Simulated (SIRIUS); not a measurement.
**TaN: single point with PBE**

The system is TaN.

```xyz
2
Lattice="2.9380 0.0000 0.0000 -1.4690 2.5444 0.0000 0.0000 0.0000 2.8830" Properties=species:S:1:pos:R:3 pbc="T T T"
Ta    0.0214    1.7174    1.3933
N    -0.0495    0.0139    0.0169
```

The cell isn't the ideal one: atoms moved at random, drawn with an rms of 0.05 Å.

```json
{"Program": "SIRIUS 7.10.0", "Task": "single point", "Functional": "PBE", "Potentials or basis": "PseudoDojo 0.4.1 PBE standard (scalar relativistic)", "Cutoff": "1152 eV", "Density cutoff": "4606 eV", "k mesh": "10 × 10 × 9", "Occupations": "fermi-dirac, width 0.05 eV", "Spin": "no spin polarisation"}
```

The pressure is 6.1 GPa and the largest force is 1.344 eV/Å. The band gap on the k mesh is none (metal or under the smearing width).

Forces on the atoms (eV/Å):
```
Ta  -0.944 -0.133  0.947
N    0.944  0.133 -0.947
```

Stress tensor (GPa, compression positive):
```
 5.78  1.12 -1.68
 1.12  5.06 -0.30
-1.68 -0.30  7.52
```

Run time: 5 min on 1 thread of Arm Neoverse V1, on a shared host, peak memory 1.8 GiB.

The run has no spin-orbit coupling, so splittings on Ta are missing.
